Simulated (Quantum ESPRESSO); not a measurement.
MgO2 under changes of volume

One of the cells (9.382 Å³/atom); the others are scaled copies at fixed shape and fractional positions:

```
Mg O
1.0
     4.82861    0.00000    0.00000
     0.00000    4.82861    0.00000
     0.00000    0.00000    4.82861
Mg O
4 8
Direct
  0.00000 0.00000 0.00000
  0.50000 0.00000 0.50000
  0.50000 0.50000 0.00000
  0.00000 0.50000 0.50000
  0.58942 0.91058 0.08942
  0.91058 0.08942 0.58942
  0.08942 0.58942 0.91058
  0.41058 0.41058 0.41058
  0.58942 0.58942 0.58942
  0.91058 0.41058 0.08942
  0.08942 0.91058 0.41058
  0.41058 0.08942 0.91058
```

The cell is a database's computed one.

| Property | Result |
| --- | --- |
| Program | Quantum ESPRESSO 7.5 |
| Functional | PBEsol |
| Potentials or basis | GBRV 1.5 PBEsol |
| Cutoff | 612 eV |
| Density cutoff | 4898 eV |
| k mesh | 6 × 6 × 6 |
| Occupations | fermi-dirac, width 0.05 eV |
| Spin | no spin polarisation |

```tsv
volume (Å³/atom)	energy over the lowest point (meV/atom)	pressure (GPa)	gap on the mesh (eV)	largest force (eV/Å)
8.819	22.06	11.7	4.25	0.271
9.007	10.45	7.7	4.12	0.109
9.194	3.24	4.1	4.00	0.043
9.382	0.00	0.9	3.88	0.184
9.569	0.36	-2.0	3.77	0.316
9.757	3.97	-4.6	3.66	0.440
9.945	?	?	?	?
```

Q: What does the run at 9.945 Å³/atom give?

A: Energy over the lowest point 10.53 meV/atom; pressure -7.0 GPa; gap on the mesh 3.56 eV; largest force 0.555 eV/Å.

Worked out: A Birch-Murnaghan fit of order 3 (a polynomial in V^(-2/3)) to the other rows has its minimum at 9.46 Å³/atom with B0 = V·E''(V) = 149 GPa and B' = 4.0 at fixed shape and positions, which overstates the stiffness. It gives 10.56 meV/atom at 9.945 Å³/atom, against the run's 10.53, and -dE/dV = -6.8 GPa, against -7.0. A straight line through the other rows of the gap, of slope -5.83 eV per unit of ln V, extrapolates to 3.54 eV, against the run's 3.56.

Energies are extrapolated to zero smearing.

A mesh can miss the band edges.
